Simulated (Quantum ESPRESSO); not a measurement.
Runs of Quantum ESPRESSO 7.5 on AlN. Symmetry: F-43m, No. 216, cubic system. Conventional cell: a = 4.368 Å, b = 4.368 Å, c = 4.368 Å, α = 90.00°, β = 90.00°, γ = 90.00°. Around Al (site symmetry -43m) lie 4 N at 1.89 Å. N (site symmetry -43m) has 4 Al at 1.89 Å as nearest neighbours. Measurements of this composition are mostly on another form, of space group No. 186.

```tsv
level	smearing	share of exact exchange	q mesh for exact exchange	cutoff for exact exchange	symmetry	SCF threshold	gap on the mesh (eV)
r2SCAN-X	fixed	0.1	4 × 4 × 4	2394.6 eV	off	1e-07 Ry	4.59
r2SCAN-X	fixed	0.25	4 × 4 × 4	2394.6 eV	off	1e-07 Ry	(b)
r2SCAN-X	fixed	0.5	4 × 4 × 4	2394.6 eV	off	1e-07 Ry	(a)
r2SCAN-X	fixed	0.15	4 × 4 × 4	2394.6 eV	off	1e-07 Ry	4.95
PBE	fermi-dirac 0.05 eV	-	-	-	-	4e-10 Ry	3.31
r2SCAN-X	fixed	0.35	4 × 4 × 4	2394.6 eV	off	1e-07 Ry	6.39
r2SCAN-X	fixed	0.05	4 × 4 × 4	2394.6 eV	off	1e-07 Ry	4.24
```

Alike in all rows: task single point; potentials or basis SG15 PBE 1.2; no spin polarisation; cell as given; k mesh 4 × 4 × 4; cutoff (eV) 1197; the mesh is coarse, so values aren't converged.

Problem. Estimate the missing entries.

Solution. (a) 7.48; (b) 5.66.

Caveats: all runs use coarse meshes.

A k mesh can miss the band edges.
